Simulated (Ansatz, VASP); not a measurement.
**Zr: VASP beside Ansatz**

```
Zr
1.0
    -1.79085    1.79085    1.79085
     1.79085   -1.79085    1.79085
     1.79085    1.79085   -1.79085
Zr
1
Direct
  0.00000 0.00000 0.00000
```

Alike in both runs: task electric field gradients; functional PBE; k mesh 13 × 13 × 13; occupations fermi-dirac, width 0.05 eV; no spin polarisation.

|  | VASP | Ansatz |
| --- | --- | --- |
| version | VASP 6.6.1 | Ansatz 0.2.0 |
| potentials or method | VASP PAW PBE potentials, release 64 (Zr_sv) | PAW with Ansatz's default frozen-core files, scalar-relativistic |
| plane-wave cutoff (eV) | 520 | 420 |
| valence electrons in the cell | 12 | 12 |

```csv
,VASP,Ansatz,Ansatz less VASP
pressure (GPa),-0.6,-0.6,-0.03
Vzz of the field gradient on the site that differs most (V/Å²),0.0,0.0,0.00
```

Ansatz warned: «gradients_without_spin_orbit».
